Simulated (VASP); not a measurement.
A run of VASP 6.6.1 is set up as follows.

File INCAR:

```
ALGO     = Fast           # electronic algorithm
EDIFF    = 1E-8           # SCF threshold, eV
ENCUT    = 520            # plane-wave cutoff, eV
GGA      = PE             # functional
ISIF     = 2              # what is computed and relaxed
ISMEAR   = 0              # smearing method
LASPH    = True           # aspherical terms in the spheres
LCHARG   = False          # write CHGCAR
LEFG     = True         
LREAL    = False          # projectors in reciprocal space
LWAVE    = False          # write WAVECAR
NELM     = 80             # most SCF steps
PREC     = Accurate       # precision mode
SIGMA    = 0.02           # smearing width, eV
```

Contents of KPOINTS:

```
k-points
0
Gamma
  10 10 5
```

Contents of POSCAR:

```
TaN
1.0
    2.9217699809      0.0000000000      0.0000000000
   -1.4608849905      2.5303270275      0.0000000000
    0.0000000000      0.0000000000      5.9165150000
Ta N
2 2
Direct
    0.0000000000      0.0000000000      0.5000000000
    0.0000000000      0.0000000000      0.0000000000
    0.3333333333      0.6666666667      0.2500000000
    0.6666666667      0.3333333333      0.7500000000
```

Potentials or basis: VASP PAW PBE potentials, release 64 (Ta_pv, N).

Command:

```bash
$ cat potpaw_PBE.64/Ta_pv/POTCAR potpaw_PBE.64/N/POTCAR > POTCAR
$ mpirun -np 1 vasp_std > vasp.out
```

(1) What does it give for the pressure?

(2) Predict the band gap on the k mesh.

Answers

(1) -0.4 GPa.

(2) none (metal or under the smearing width).
